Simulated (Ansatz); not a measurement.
# MoSe2: relaxing cell and atoms at 20 GPa

The start is MoSe2, a crystal from a database, its volume scaled a little. Where does it settle when we relax cell and atoms at 20 GPa, and what is it like there?

The COD entry's cell or inner coordinates are ideal or old and differ from later refinements, so a difference from it is no clean test against experiment.

Computed, not measured: Ansatz 0.2.0, DFT, r2SCAN, no spin polarisation, plane waves, PAW.

## 1. The system as given

It takes space group P6_3/mmc (No. 194, hexagonal). Conventional cell: a = 3.319 Å, b = 3.319 Å, c = 13.022 Å, α = 90.00°, β = 90.00°, γ = 120.00°. Se (site symmetry 3m) has 3 Mo at 2.51 Å as nearest neighbours. Mo (site symmetry -6m2) has 6 Se at 2.51 Å as nearest neighbours.

Structure file:

```xyz
6
Lattice="1.6596 2.8745 0.0000 -1.6596 2.8745 0.0000 0.0000 0.0000 13.0221" Properties=species:S:1:pos:R:3 pbc="T T T"
Se   -0.0002    1.9164    8.1388
Se   -0.0002    3.8325    1.6278
Se   -0.0002    1.9164   11.3944
Se    0.0000    3.8328    4.8833
Mo   -0.0002    1.9164    3.2555
Mo   -0.0002    3.8325    9.7666
```

The first density is read from a saved solution for the starting cell.

## 2. The walk to rest

input.yaml

```yaml
crystal:
  lattice:
    - [1.659566, 2.874451, 0.0]
    - [-1.659566, 2.874451, 0.0]
    - [0.0, 0.0, 13.022141]
  atoms:
    - { symbol: Se, position: [0.3333, 0.3334, 0.625] }
    - { symbol: Se, position: [0.6666, 0.6667, 0.125] }
    - { symbol: Se, position: [0.3333, 0.3334, 0.875] }
    - { symbol: Se, position: [0.6667, 0.6667, 0.375] }
    - { symbol: Mo, position: [0.3333, 0.3334, 0.25] }
    - { symbol: Mo, position: [0.6666, 0.6667, 0.75] }
  symmetry: { tolerance: 0.0003 }
kpoints:
  mp_grid: { grid: [9, 9, 2], shift: [0, 0, 0] }
magnetization:
  spin_polarized: false
scf:
  occupations: { method: fermi_dirac }
  lower_state_search: "off"
hamiltonian:
  pseudopotentials: { kind: paw }
  xc: r2scan
basis:
  ecutwfc: 500
  fft_grid_basis: typed
relax:
  max_steps: 40
  cell: { p_target: 20.0 }
output:
  forces: true
  stress: true
  eigenvalues: true
  bader: true
  populations: true
  elf: true
  write_potential: true
  volumetric_format: npy
  dos:
    e_range: [-12, 8]
    de: 0.05
    projected: { site_lists: { Mo: [Mo], Se: [Se] } }
checkpoint:
  read: saved_state
```

The run is started by

```sh
ansatz run input.yaml --threads 2 --pin off --max-ram 3584MiB --backend cpu --events-out ev --progress --plain --runs-dir out
```

The log of the run (excerpt; [...] marks lines left out):

```text
Warning: the atoms were moved onto the symmetric positions of the space group found under crystal.symmetry.tolerance 3.0e-4 (fractional; no operation is sought that the atoms, as they stand in a round, miss by more than twice it, and no atom is moved by as much as it), and the run uses [...]
Warning: RAYON_NUM_THREADS=2 ignored (pool sized by the plan → 2); use --threads N
[...]
Pseudopotentials: kind: paw
Pseudopotential: Se, paw, valence charge 16, recommended cutoff 500 eV (meta_gga), Se.paw.azcp
Pseudopotential: Mo, paw, valence charge 14, recommended cutoff 500 eV (meta_gga), Mo.paw.azcp
Functional definition: r2SCAN
[...]
Crystal: 6 atoms, lattice volume = 124.240 Å³
Basis set: ecut = 500 eV, 3131 PW (Γ), exchange–correlation on 100×100×384 points (64 copies of the dense FFT grid, shifted against one another)
Bands: 56, of which v1, the nominal top of the filled ones, is band 46 counted from 1 (45 counted from 0)
Symmetry: 24 space group operations
Space group: P63/mmc (ITA 194), of the structure as read, at distance tolerance 1.5e-3 Å
k-points: 24 of 162
[...]
SCF iter   1: F=-31852.154527 eV  HF=-31852.143850 eV  |F-HF|=1.07e-2  |Δ(HF+E_count)|=         —  Δρ=1.12e-3  dr2=2.05e-3  dr2_τ=3.29e-3  ethr=1.92e-6  ⟨swp⟩=3.0  Hψ=7650  notcnv=0
[...]
relax step   1: F+E_penalty+E_count = -31852.15657045 eV  Δ(F+E_penalty+E_count) = +0.000e0 eV  max|allowed force component| = 4.070e-1 eV/Å  Δτ_max = 0.0000 Å  P = +2.650 GPa  Ω = 124.240 Å³  (7 SCF iters, dr2 threshold 1.00e-7 eV, accepted)
[...]
relax step   2: F+E_penalty+E_count = -31851.47134264 eV  Δ(F+E_penalty+E_count) = +6.852e-1 eV  max|allowed force component| = 7.507e-1 eV/Å  Δτ_max = 0.0970 Å  P = +16.834 GPa  Ω = 108.070 Å³  energy of the carried Pulay correction = +2.819e-3 eV  (8 SCF iters, dr2 threshold 6.00e-7 eV, accepted)
[...]
relax step   3: F+E_penalty+E_count = -31851.01739662 eV  Δ(F+E_penalty+E_count) = +4.539e-1 eV  max|allowed force component| = 1.994e-1 eV/Å  Δτ_max = 0.1002 Å  P = +20.675 GPa  Ω = 101.955 Å³  energy of the carried Pulay correction = +3.990e-3 eV  (8 SCF iters, dr2 threshold 6.00e-7 eV, accepted)
[...]
SCF iter   4: F=-31850.971574 eV  HF=-31850.971578 eV  |F-HF|=4.05e-6  |Δ(HF+E_count)|=   1.44e-5  Δρ=6.98e-5  dr2=8.52e-6  dr2_τ=6.56e-7  ethr=3.50e-8  ⟨swp⟩=2.0  Hψ=1777  notcnv=0
```

## 3. More of the same log: semilocal partner

Output, continued:

```text
SCF iter   5: F=-31850.971573 eV  HF=-31850.971579 eV  |F-HF|=6.33e-6  |Δ(HF+E_count)|=   1.20e-6  Δρ=5.61e-5  dr2=7.61e-6  dr2_τ=6.30e-7  ethr=9.26e-9  ⟨swp⟩=2.0  Hψ=1750  notcnv=0
SCF iter   6: F=-31850.971578 eV  HF=-31850.971579 eV  |F-HF|=6.68e-7  |Δ(HF+E_count)|=   5.55e-7  Δρ=1.98e-5  dr2=8.98e-7  dr2_τ=3.39e-9  ethr=8.28e-9  ⟨swp⟩=1.2  Hψ=1358  notcnv=0
SCF iter   7: F=-31850.971578 eV  HF=-31850.971578 eV  |F-HF|=1.11e-7  |Δ(HF+E_count)|=   4.49e-8  Δρ=6.54e-6  dr2=1.07e-7  dr2_τ=1.54e-9  ethr=6.52e-10  ⟨swp⟩=8.4  Hψ=7732  notcnv=0
SCF 4 converged in 7 iterations: F = -31850.971578 eV  dr2 = 1.07e-7
relax step   4: F+E_penalty+E_count = -31850.97157838 eV  Δ(F+E_penalty+E_count) = +4.582e-2 eV  max|allowed force component| = 2.032e-2 eV/Å  Δτ_max = 0.0190 Å  P = +20.226 GPa  Ω = 101.536 Å³  energy of the carried Pulay correction = +4.073e-3 eV  (7 SCF iters, dr2 threshold 6.00e-7 eV, accepted)
Crystal: 6 atoms, lattice volume = 101.830 Å³
iter 1 solved again at ethr=1.90e-7 eV; its pass at ethr=3.10e-3 eV (dr2=1.74e-4 eV) is discarded
SCF iter   1: F=-31851.008249 eV  HF=-31851.007416 eV  |F-HF|=8.33e-4  |Δ(HF+E_count)|=         —  Δρ=4.04e-4  dr2=2.12e-4  dr2_τ=9.00e-4  ethr=1.90e-7  ⟨swp⟩=3.0  Hψ=6243  notcnv=0
preconditioner: auto → Resta (q_TF=auto, 2.683 Å⁻¹)  ε∞=6.2  [insulator: Δε(μ)=0.492 eV  Ē_g=9.727 eV  σ=0.100 eV  W_gap=0.76  n_scr=40 (ndim 8)  ℏωp=22.1 eV  f_vac=0.006  D(μ)=0.10/eV (n_scr^D=0)  ε∞_Penn≈6.2]
SCF iter   2: F=-31851.008394 eV  HF=-31851.008425 eV  |F-HF|=3.11e-5  |Δ(HF+E_count)|=   1.01e-3  Δρ=2.61e-4  dr2=7.19e-5  dr2_τ=6.14e-6  ethr=1.90e-7  ⟨swp⟩=2.0  Hψ=2449  notcnv=0
SCF iter   3: F=-31851.008419 eV  HF=-31851.008422 eV  |F-HF|=3.31e-6  |Δ(HF+E_count)|=   3.24e-6  Δρ=1.33e-4  dr2=1.70e-5  dr2_τ=1.92e-6  ethr=7.81e-8  ⟨swp⟩=2.1  Hψ=1517  notcnv=0
SCF iter   4: F=-31851.008424 eV  HF=-31851.008424 eV  |F-HF|=9.38e-8  |Δ(HF+E_count)|=   1.83e-6  Δρ=3.07e-5  dr2=1.29e-6  dr2_τ=1.17e-7  ethr=1.85e-8  ⟨swp⟩=3.0  Hψ=2461  notcnv=0
SCF iter   5: F=-31851.008424 eV  HF=-31851.008424 eV  |F-HF|=1.60e-8  |Δ(HF+E_count)|=   1.86e-7  Δρ=1.42e-5  dr2=2.23e-7  dr2_τ=3.53e-9  ethr=6.52e-10  ⟨swp⟩=9.7  Hψ=10022  notcnv=0
SCF 5 converged in 5 iterations: F = -31851.008424 eV  dr2 = 2.23e-7
  Residual-converged pass: ⟨swp⟩=1.0  Hψ=1440  notcnv=0  max |occ|·‖R‖ = 7.0e-9 eV (tolerance 1.0e-8 eV)  dr2=2.23e-7  dr2_τ=3.53e-9  dr2_onsite=1.84e-8  max |Δocc| = 8.7e-12
relax step   5: F+E_penalty+E_count = -31851.00842407 eV  Δ(F+E_penalty+E_count) = -3.685e-2 eV  max|allowed force component| = 5.595e-2 eV/Å  Δτ_max = 0.0025 Å  P = +19.666 GPa  Ω = 101.830 Å³  energy of the carried Pulay correction = +4.015e-3 eV  (5 SCF iters, dr2 threshold 6.00e-7 eV, accepted)
Crystal: 6 atoms, lattice volume = 101.748 Å³
iter 1 solved again at ethr=3.32e-8 eV; its pass at ethr=3.10e-3 eV (dr2=3.06e-5 eV) is discarded
SCF iter   1: F=-31850.998625 eV  HF=-31850.998553 eV  |F-HF|=7.25e-5  |Δ(HF+E_count)|=         —  Δρ=1.78e-4  dr2=3.37e-5  dr2_τ=1.25e-4  ethr=3.32e-8  ⟨swp⟩=3.0  Hψ=5874  notcnv=0
preconditioner: auto → Resta (q_TF=auto, 2.683 Å⁻¹)  ε∞=6.1  [insulator: Δε(μ)=0.493 eV  Ē_g=9.739 eV  σ=0.100 eV  W_gap=0.76  n_scr=40 (ndim 8)  ℏωp=22.1 eV  f_vac=0.006  D(μ)=0.10/eV (n_scr^D=0)  ε∞_Penn≈6.1]
SCF iter   2: F=-31850.998640 eV  HF=-31850.998646 eV  |F-HF|=5.05e-6  |Δ(HF+E_count)|=   9.26e-5  Δρ=9.30e-5  dr2=1.09e-5  dr2_τ=1.23e-6  ethr=3.32e-8  ⟨swp⟩=2.0  Hψ=2448  notcnv=0
SCF iter   3: F=-31850.998645 eV  HF=-31850.998645 eV  |F-HF|=4.11e-7  |Δ(HF+E_count)|=   3.14e-7  Δρ=5.20e-5  dr2=2.68e-6  dr2_τ=2.33e-7  ethr=1.19e-8  ⟨swp⟩=2.0  Hψ=1462  notcnv=0
SCF iter   4: F=-31850.998645 eV  HF=-31850.998645 eV  |F-HF|=1.89e-8  |Δ(HF+E_count)|=   1.88e-7  Δρ=1.21e-5  dr2=1.75e-7  dr2_τ=1.14e-8  ethr=6.52e-10  ⟨swp⟩=7.0  Hψ=8476  notcnv=0
SCF 6 converged in 4 iterations: F = -31850.998645 eV  dr2 = 1.75e-7
relax step   6: F+E_penalty+E_count = -31850.99864536 eV  Δ(F+E_penalty+E_count) = +9.779e-3 eV  max|allowed force component| = 6.501e-4 eV/Å  Δτ_max = 0.0013 Å  P = +20.009 GPa  Ω = 101.748 Å³  energy of the carried Pulay correction = +4.031e-3 eV  (4 SCF iters, dr2 threshold 6.00e-7 eV, accepted)
Basis set: ecut = 500 eV, 2575 PW (Γ), exchange–correlation on 96×96×360 points (64 copies of the dense FFT grid, shifted against one another)
Initial wavefunctions: pseudopotential atomic-orbital guess (no wavefunctions were taken with the density)
iter 1 solved again at ethr=8.38e-8 eV; its pass at ethr=3.10e-3 eV (dr2=7.71e-5 eV) is discarded
SCF iter   1: F=-31850.995407 eV  HF=-31850.995386 eV  |F-HF|=2.14e-5  |Δ(HF+E_count)|=         —  Δρ=3.02e-4  dr2=9.84e-6  dr2_τ=1.28e-4  ethr=8.38e-8  ⟨swp⟩=3.9  Hψ=8251  notcnv=0
preconditioner: auto → Resta (q_TF=auto, 2.683 Å⁻¹)  ε∞=6.1  [insulator: Δε(μ)=0.490 eV  Ē_g=9.739 eV  σ=0.100 eV  W_gap=0.76  n_scr=40 (ndim 8)  ℏωp=22.1 eV  f_vac=0.007  D(μ)=0.10/eV (n_scr^D=0)  ε∞_Penn≈6.1]
SCF iter   2: F=-31850.995408 eV  HF=-31850.995404 eV  |F-HF|=4.24e-6  |Δ(HF+E_count)|=   1.83e-5  Δρ=1.58e-4  dr2=2.74e-6  dr2_τ=3.33e-6  ethr=1.07e-8  ⟨swp⟩=2.0  Hψ=2422  notcnv=0
SCF iter   3: F=-31850.995408 eV  HF=-31850.995409 eV  |F-HF|=2.91e-7  |Δ(HF+E_count)|=   4.42e-6  Δρ=1.51e-5  dr2=3.35e-7  dr2_τ=5.25e-8  ethr=2.98e-9  ⟨swp⟩=2.0  Hψ=2448  notcnv=0
SCF iter   4: F=-31850.995409 eV  HF=-31850.995409 eV  |F-HF|=9.74e-9  |Δ(HF+E_count)|=   2.60e-8  Δρ=5.35e-6  dr2=8.94e-9  dr2_τ=4.09e-9  ethr=3.64e-10  ⟨swp⟩=2.4  Hψ=1604  notcnv=0
SCF iter   5: F=-31850.995409 eV  HF=-31850.995409 eV  |F-HF|=4.66e-10  |Δ(HF+E_count)|=   1.03e-8  Δρ=1.37e-6  dr2=1.75e-9  dr2_τ=9.39e-11  ethr=9.71e-12  ⟨swp⟩=2.0  Hψ=2448  notcnv=0
SCF iter   6: F=-31850.995409 eV  HF=-31850.995409 eV  |F-HF|=7.28e-11  |Δ(HF+E_count)|=  7.49e-10  Δρ=3.08e-7  dr2=1.65e-10  dr2_τ=1.04e-11  ethr=1.91e-12  ⟨swp⟩=2.0  Hψ=1776  notcnv=0
SCF iter   7: F=-31850.995409 eV  HF=-31850.995409 eV  |F-HF|=1.46e-11  |Δ(HF+E_count)|=  2.91e-11  Δρ=1.27e-7  dr2=1.02e-11  dr2_τ=2.20e-12  ethr=1.00e-12  ⟨swp⟩=6.0  Hψ=5496  notcnv=0
SCF 7 converged in 7 iterations: F = -31850.995409 eV  dr2 = 1.02e-11
relax step   7: F+E_penalty+E_count = -31850.99540857 eV  Δ(F+E_penalty+E_count) = +3.237e-3 eV  max|allowed force component| = 5.054e-4 eV/Å  Δτ_max = 0.0000 Å  P = +19.999 GPa  Ω = 101.748 Å³  stress off target by 1.37e-2 GPa  SCF on the basis re-selected at this cell (its energy is not comparable with the rows above)  (7 SCF iters)
basis re-selected at this cell: Δ(F+E_penalty+E_count) = +3.237e-3 eV, ΔP = -0.010 GPa vs the last step (what re-selecting the basis moved, of the pressure what is left beyond the Pulay correction that the steps carried, after the strain that the cell walked since its last selection, with what the two solves' SCF thresholds leave and, on support functions, any second-order correction that the steps lacked; it is no measure of the basis error at this ecutwfc). The dense FFT grid was sized anew with the basis: this SCF ran on 24×24×90 points, the steps before it on 25×25×96, so part of this shift can come from that change (see relax.cell in the input reference). This SCF's stress stands 1.37e-2 GPa from its target on what of the cell is left free (relax.cell.stress_tol is 5.00e-2 GPa) and its largest allowed force component is 5.05e-4 eV/Å (relax.f_tol is 1.00e-2 eV/Å): within both
SCF converged after 7 iterations
Free energy (F): -31850.995409 eV
Harris-Foulkes:  -31850.995409 eV  (|F-HF|=1.46e-11)
Internal energy: -31850.990807 eV  (E = F + TS)
E sigma→0 (E₀):  -31850.993108 eV
Entropy (-TS):   -0.004601 eV (-0.767 meV/atom)
Fermi energy:    16.113841 eV
--- Per-component energies (eV) ---
  E_band       = -1415.848035
  E_kinetic    = 1376.616664
  E_local      = -9965.181968  (includes V_loc(G=0)·N_el)
  E_nonlocal   = -2094.814718
  E_hartree    = 4811.253100
  E_xc         = -759.733300
  E_vxc        = -948.631934  (∫ρ·V_xc dr)
  E_paw        = -14134.615441  (= ΣΔE_a)
  E_vpaw       = 538.931265  (= ΣTr[D̂ρ^β])
  E_aug_tail   = -0.000835  (compensation charges beyond the density's cutoff)
  E_vtau       = 54.727437  (kinetic-family band-sum trace: ∫τ·v_τ [+ j·A + Jᵃ·Aᵃ] dr)
  E_ewald      = -11077.012821
  E_core_change = -7.501488  (= ΣΔE_core)
  E_smearing   = -0.004601  (= −TS)
  E_closure    = 0.000000  (closes the sum)
  Σ components = -31850.995409   (vs F -31850.995409, Δ=0.00e0)
--- Forces (eV/Å), atoms counted from 1 ---
  atom   1  Se    -0.00000000     0.00000000     0.00050537
  atom   2  Se     0.00000000     0.00000000     0.00050537
  atom   3  Se    -0.00000000     0.00000000    -0.00050537
  atom   4  Se     0.00000000     0.00000000    -0.00050537
  atom   5  Mo    -0.00000000    -0.00000000     0.00000000
  atom   6  Mo     0.00000000     0.00000000     0.00000000
  max |Σ_I F_I| component: 2.31e-18 eV/Å
--- Stress (GPa, compression-positive) ---
       20.006099       0.000000       0.000000
        0.000000      20.006099       0.000000
        0.000000       0.000000      19.986279
  P = ⅓ Tr σ = 19.9995 GPa (199.995 kbar)
--- Band table (eV; the first three rows and the last of 24) ---
  k-point 0: bands = ["-47.4206", "-47.4206", "-33.1427", "-33.1427", "-33.1420", "-33.1420", "-33.1420", "-33.1420", "-33.1414", "-33.1414", "-33.1145", "-33.1145", "-33.1132", "-33.1132", "-33.1111", "-33.1111", "-33.1098", "-33.1098", "-33.1019", "-33.1010", "-33.0994", "-33.0985", "-20.9482", "-20.9478", "-20.6058", "-20.6058", "-20.6057", "-20.6057", "-0.8711", "0.0597", "0.0671", "1.4143", "7.8082", "10.1028", "11.1159", "12.9165", "12.9165", "12.9700", "12.9700", "14.0124", "14.0217", "14.0217", "14.1890", "14.1890", "15.6633", "15.9845", "18.4655", "18.4655", "18.4695", "18.4695", "18.6828", "18.6828", "19.1214", "19.1214", "22.4537", "22.6266"]
  k-point 1: bands = ["-47.4206", "-47.4206", "-33.1425", "-33.1425", "-33.1425", "-33.1425", "-33.1415", "-33.1415", "-33.1415", "-33.1415", "-33.1140", "-33.1140", "-33.1140", "-33.1140", "-33.1104", "-33.1104", "-33.1104", "-33.1104", "-33.1016", "-33.1016", "-33.0989", "-33.0989", "-20.9480", "-20.9480", "-20.6057", "-20.6057", "-20.6057", "-20.6057", "-0.6221", "-0.6221", "0.9433", "0.9433", "8.6248", "8.6248", "12.8228", "12.8228", "12.9416", "12.9416", "12.9416", "12.9416", "14.1057", "14.1057", "14.1057", "14.1057", "15.8926", "15.8926", "18.4480", "18.4480", "18.4480", "18.4480", "18.9188", "18.9188", "18.9188", "18.9188", "22.5525", "22.5525"]
  k-point 2: bands = ["-47.4152", "-47.4152", "-33.1425", "-33.1422", "-33.1418", "-33.1417", "-33.1415", "-33.1410", "-33.1410", "-33.1404", "-33.1147", "-33.1146", "-33.1137", "-33.1133", "-33.1114", "-33.1112", "-33.1105", "-33.1099", "-33.1014", "-33.1006", "-33.0989", "-33.0980", "-20.9359", "-20.9355", "-20.6589", "-20.6589", "-20.6176", "-20.6176", "-0.6538", "0.2047", "0.2768", "1.5059", "8.0571", "10.3453", "10.9178", "12.3917", "12.5114", "13.1046", "13.1952", "13.3382", "13.6735", "13.8750", "14.0945", "14.1074", "15.4272", "15.4832", "18.1101", "18.1483", "18.2743", "18.3830", "18.4010", "18.6388", "18.8803", "19.0631", "23.3781", "23.5439"]
  k-point 23: bands = ["-47.3681", "-47.3681", "-33.1391", "-33.1391", "-33.1373", "-33.1373", "-33.1366", "-33.1366", "-33.1365", "-33.1365", "-33.1174", "-33.1174", "-33.1149", "-33.1149", "-33.1126", "-33.1126", "-33.1123", "-33.1123", "-33.0970", "-33.0970", "-33.0939", "-33.0939", "-20.9385", "-20.9385", "-20.8853", "-20.8853", "-20.8290", "-20.8290", "2.2646", "2.2646", "2.3475", "2.3475", "9.1607", "9.1607", "9.6241", "9.6241", "10.4533", "10.4533", "10.5745", "10.5745", "12.4927", "12.4927", "12.6294", "12.6294", "15.0638", "15.0638", "17.2537", "17.2537", "17.7524", "17.7524", "18.8715", "18.8715", "20.3454", "20.3454", "22.8803", "22.8803"]
--- Relaxed structure (6 steps of the walk, 6 accepted, 1 SCFs on fresh bases) ---
  F+E_penalty+E_count = -31850.99540857 eV   max|allowed force component| = 5.054e-4 eV/Å   (the final SCF, on the basis selected at the relaxed cell)
  cell:  # Å, volume = 101.7484 Å³
    - [1.578257679687242, 2.73362248865407, 0.0]
    - [-1.578257679687242, 2.73362248865407, 0.0]
    - [0.0, 0.0, 11.791823710709052]
  atoms:
    - { symbol: Se, position: [0.33333333333333337, 0.33333333333333326, 0.6086867214032597] }
    - { symbol: Se, position: [0.6666666666666666, 0.6666666666666666, 0.10868672140325977] }
    - { symbol: Se, position: [0.33333333333333337, 0.33333333333333326, 0.89131327859674] }
    - { symbol: Se, position: [0.6666666666666666, 0.6666666666666666, 0.3913132785967402] }
    - { symbol: Mo, position: [0.33333333333333337, 0.33333333333333326, 0.24999999999999997] }
    - { symbol: Mo, position: [0.6666666666666666, 0.6666666666666666, 0.75] }
--- Löwdin populations: 6 sites ---
  site symbol       q [e]
     0     Se     16.0056
     1     Se     16.0056
     2     Se     16.0056
     3     Se     16.0056
     4     Mo     13.8130
     5     Mo     13.8130
  spilling = 0.003824 (of n_electrons = 92.000000)
--- Bader charges: 6 sites ---
  site symbol  charge [e]  shift [e]
     0     Se     -0.4936     0.0006
     1     Se     -0.4936     0.0006
     2     Se     -0.4936     0.0006
     3     Se     -0.4936     0.0006
     4     Mo      0.9872     0.0011
     5     Mo      0.9872     0.0011
  estimated error of the sums over rays = 3.5e-4 e
```

Wall time 1.8 min (2 threads of Arm Neoverse V1, shared host); peak memory 0.81 GiB.

Relaxation path:

```tsv
step	energy from step 1 (eV/cell)	largest force component (eV/Å)	pressure (GPa)	volume (Å³)
1	0.0000	0.4070	2.65	124.24
2	0.6852	0.7507	16.83	108.07
3	1.1392	0.1994	20.67	101.96
4	1.1850	0.0203	20.23	101.54
5	1.1481	0.0559	19.67	101.83
6	1.1579	0.0006	20.01	101.75
7	1.1612	0.0005	20.00	101.75
```

Step 1 is the start. Step 7 repeats the geometry before on a plane-wave basis chosen anew for that cell, so the energy can jump there without any move; the table keeps such jumps.

| input's cell | before | after | change |
| --- | --- | --- | --- |
| a (Å) | 3.319 | 3.157 | -4.9 % |
| b (Å) | 3.319 | 3.157 | -4.9 % |
| c (Å) | 13.022 | 11.792 | -9.4 % |
| volume (Å³/atom) | 20.71 | 16.96 | -18.1 % |

The largest move, 0.19 Å, apart from the change of the cell, is shared by several atoms, Se4 among them.

With a target pressure of 20 GPa the walk minimises the enthalpy, not the energy.

## 4. Density of states

States per cell by energy window, from dos.tsv and pdos.tsv (tetrahedra; eV from the Fermi level):

```tsv
from	to	total	Mo d	Se p
-9.0	-8.0	0.01	0.00	0.01
-8.0	-7.0	1.92	0.41	1.36
-7.0	-6.0	4.19	1.00	2.96
-6.0	-5.0	3.13	0.93	1.94
-5.0	-4.0	4.12	1.42	2.36
-4.0	-3.0	4.96	1.92	2.72
-3.0	-2.0	5.35	1.99	3.09
-2.0	-1.0	3.93	2.13	1.62
-1.0	0.0	0.39	0.16	0.20
0.0	1.0	0.65	0.41	0.19
1.0	2.0	6.02	3.91	1.70
2.0	3.0	5.21	2.58	2.25
3.0	4.0	2.73	1.19	1.30
```

On the mesh the valence top lies at -0.13 eV and the conduction bottom at 0.36 eV on this scale.

## 5. Charges

By element, from the tables in the log (a charge is positive for electrons lost): Löwdin charges also hold the electrons that the projection spills.

```tsv
element	atoms	Bader charge (e)	Bader volume (Å³)	Löwdin charge (e)
Se	4	-0.49	19.0	-0.01
Mo	2	+0.99	12.8	+0.19
```

The Löwdin projection spills 0.4 % of the electrons and depends on the orbitals chosen; where it disagrees with Bader's partition, neither is an observable.

## 6. Maps of the fields

Maps in the plane spanned by a and b at height 0.109 along c (axes of the input's cell), one cell: a runs left to right (10 points from zero), b bottom to top (10 points), 60° apart. Inside the augmentation spheres the fields are the smooth ones.

Valence density. Values in e/Å³, 10 rows by 10 columns:
```
 0.12  0.12  0.22  0.49  1.02  2.16  2.15  1.02  0.49  0.22
 0.21  0.14  0.21  0.49  1.38  6.68 14.10  6.68  1.38  0.49
 0.40  0.20  0.20  0.40  1.02  6.68 33.30 33.30  6.68  1.02
 0.62  0.28  0.19  0.28  0.62  2.16 14.20 33.30 14.10  2.15
 0.72  0.36  0.20  0.20  0.36  0.72  2.16  6.68  6.68  2.16
 0.62  0.36  0.21  0.16  0.21  0.36  0.62  1.02  1.38  1.02
 0.40  0.28  0.20  0.16  0.16  0.20  0.28  0.40  0.49  0.49
 0.21  0.20  0.19  0.20  0.21  0.20  0.19  0.20  0.21  0.22
 0.12  0.14  0.20  0.28  0.36  0.36  0.28  0.20  0.14  0.12
 0.09  0.12  0.21  0.40  0.62  0.72  0.62  0.40  0.21  0.12
```

ELF. Ten even steps from '0' (0.05) to '9' (0.78):
```
0058999985
4048964698
8228961169
9525994149
9722799669
9731379999
8521125888
4222322245
0125775200
0048999840
```

Atoms within 0.2 Å of the plane, in fractions of a and b: Se at (0.67, 0.67).

At the density minimum on some short contacts:

```tsv
contact	length (Å)	minimum at (fraction)	density (e/Å³)	ELF
Se1–Mo6	2.469	0.50	0.588	0.48
```

## 7. Outcome

| quantity | value |
| --- | --- |
| moves | 5 |
| largest move | 0.19 Å (Se) |
| space group (0.01 Å), before / after | P6_3/mmc / P6_3/mmc |
| cell | a = 3.157 Å, b = 3.157 Å, c = 11.792 Å, α = 90.00°, β = 90.00°, γ = 60.00° |
| volume | 16.96 Å³/atom (-18.1 %) |
| pressure at the end | 20.00 GPa |
| gap (mesh) | 0.49 eV, indirect |
| least direct gap | 1.36 eV |
| Bader charges | Se -0.49, Mo +0.99 e |

In words: The volume shrank by 18.1 %, and the largest move of an atom is 0.19 Å apart from the change of the cell. The run held to 24 symmetry operations, so a lower structure without them is not ruled out. There is a gap of 0.49 eV, with the least direct gap at 1.36 eV; within 0.7 eV of the edges the states project mainly on Se p (59 %) and Mo d (31 %) below and Mo d (62 %) and Se p (30 %) above. Gaps from semilocal functionals tend to lie below the measured ones. By Bader's partition Mo gives up most (+0.99 e) and Se takes most (-0.49 e).

Keep in mind: a band edge lies within two smearing widths of the Fermi level.
